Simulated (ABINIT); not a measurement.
Set up this calculation in ABINIT 10.8.3 (patched build), as the native input.

| Quantity | Value |
| --- | --- |
| Task | equation of state |
| Functional | BP86 |
| Dispersion | D3 |
| Potentials or basis | JTH PAW PBE v2.0 |
| Cutoff | 435 eV |
| k mesh | 12 × 12 × 12 |
| Occupations | fermi-dirac, width 0.05 eV |
| Spin | no spin polarisation |
| Fine-grid cutoff | 870.764 eV |
| Exchange and correlation inside the PAW spheres | full angular mesh (pawxcdev 0, this build's default; the released program takes 1) |

The system is W.

```
W
1.0
    -1.58234    1.58234    1.58234
     1.58234   -1.58234    1.58234
     1.58234    1.58234   -1.58234
W
1
Direct
  0.00000 0.00000 0.00000
```

One way to write it, as run:

run.abi

```
# Datasets: one volume each
ndtset 7
getwfk -1
scalecart1 3*0.9795861087
scalecart2 3*0.9864848297
scalecart3 3*0.9932883884
scalecart4 3*1.0000000000
scalecart5 3*1.0066227096
scalecart6 3*1.0131594038
scalecart7 3*1.0196128224

# Pseudopotentials
pp_dirpath "./"
pseudos "W.GGA_PBE-JTH.xml"

# Structure
acell 5.1791760466 5.1791760466 5.1791760466
rprim
    -0.5773502692     0.5773502692     0.5773502692
     0.5773502692    -0.5773502692     0.5773502692
     0.5773502692     0.5773502692    -0.5773502692
ntypat 1
znucl 74
natom 1
typat 1
xred
     0.0000000000     0.0000000000     0.0000000000

# Plane-wave basis
ecut 16.0
pawecutdg 32.0

# k points
kptopt 1
ngkpt 12 12 12
nshiftk 1
shiftk 0.0 0.0 0.0

# Exchange and correlation
ixc -106132
vdw_xc 6

# Bands and occupations
nband 11
occopt 3
tsmear 0.05 eV

# SCF cycle
nstep 100
tolvrs 1.0e-9

# Output
iomode 3
prtwf 1
prtden 0
prteig 0
prtebands 0
enunit 2
```

Potentials or basis: JTH PAW PBE v2.0.

Launch:

```sh
$ abinit run.abi > log 2>&1
```

It gave:

- Equilibrium volume: 15.39 Å³/atom
- Bulk modulus: 339 GPa
- Pressure derivative of the bulk modulus: 3.8

Caveat: pressures at fixed basis lie under the slope of the energies; the PAW data sets were made with another functional, which shifts forces and pressure a little.

Wall time 42 s on 1 thread of Intel(R) Xeon(R) Platinum 8488C (Sapphire Rapids) (shared host), peak memory 0.12 GiB.
